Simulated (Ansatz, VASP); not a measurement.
## Si3Ge: VASP beside Ansatz

```xyz
4
Lattice="3.7680 0.0000 0.0000 0.0000 3.8881 0.0000 0.0000 0.0000 5.4837" Properties=species:S:1:pos:R:3 pbc="T T T"
Si    1.8840    0.0000    4.1506
Si    1.8840    1.9440   -0.0111
Si    0.0000    1.9440    1.3562
Ge    0.0000    0.0000    2.7299
```

Change from the starting cell: uniaxial_x strain -3.1%.

Alike in both runs: task single point; functional PBE; k mesh 6 × 6 × 6; occupations fermi-dirac, width 0.02 eV; no spin polarisation.

```csv
,VASP,Ansatz
version,VASP 6.6.1,Ansatz 0.2.0
potentials or method,"VASP PAW PBE potentials, release 64 (Si, Ge_d)","plane waves, PAW"
plane-wave cutoff (eV),520,420
valence electrons in the cell,26,26
```

```csv
,VASP,Ansatz,Ansatz less VASP
pressure (GPa),4.7,4.8,+0.11
largest component of the traceless stress (GPa),3.00,2.99,-0.012
rms of the force components (eV/Å),0.040,0.041,+0.0011
```

Atom by atom the forces differ by 0.001 eV/Å (rms over components). The functional is the same, so the differences come from potentials, cutoffs and numerics.
